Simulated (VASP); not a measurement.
Here is a VASP 6.6.1 calculation.

The input INCAR:

```
SYSTEM = InP
PREC = Accurate ; ENCUT = 350
EDIFF = 1E-7 ; ISMEAR = 0
SIGMA = 0.02 ; LREAL = .FALSE.
LASPH = .TRUE. ; NELM = 80
ALGO = Normal ; ISIF = 3
LWAVE = .FALSE. ; LCHARG = .FALSE.
IBRION = 2 ; NSW = 80
EDIFFG = -0.002
```

The input KPOINTS:

```
Automatic mesh
0
G
  6 6 6
  0 0 0
```

File POSCAR:

```
InP
1.0
    0.0000000000      2.9305000000      2.9305000000
    2.9305000000      0.0000000000      2.9305000000
    2.9305000000      2.9305000000      0.0000000000
In P
1 1
Direct
    0.0000000000      0.0000000000      0.0000000000
    0.2500000000      0.2500000000      0.2500000000
```

Potentials or basis: VASP PAW LDA potentials, release 64 (In_d, P).

Launch:

```console
$ cat potpaw_LDA.64/In_d/POTCAR potpaw_LDA.64/P/POTCAR > POTCAR
$ mpirun -np 1 vasp_std > vasp.out
```

Q: Estimate the relaxed volume.

A: 24.66 Å³/atom.

Q: Estimate the band gap on the k mesh.

A: 0.62 eV, direct.

Q: Estimate the space group after relaxing (to 0.05 Å).

A: F-43m (No. 216).

Final structure:
```
In P
1.0
     0.00000    2.91083    2.91083
     2.91083    0.00000    2.91083
     2.91083    2.91083    0.00000
In P
1 1
Direct
  0.00000 0.00000 0.00000
  0.25000 0.25000 0.25000
```

Caveat: spin-orbit coupling is left out, which moves the levels of the heavy elements. LDA usually gives volumes a few per cent too small.
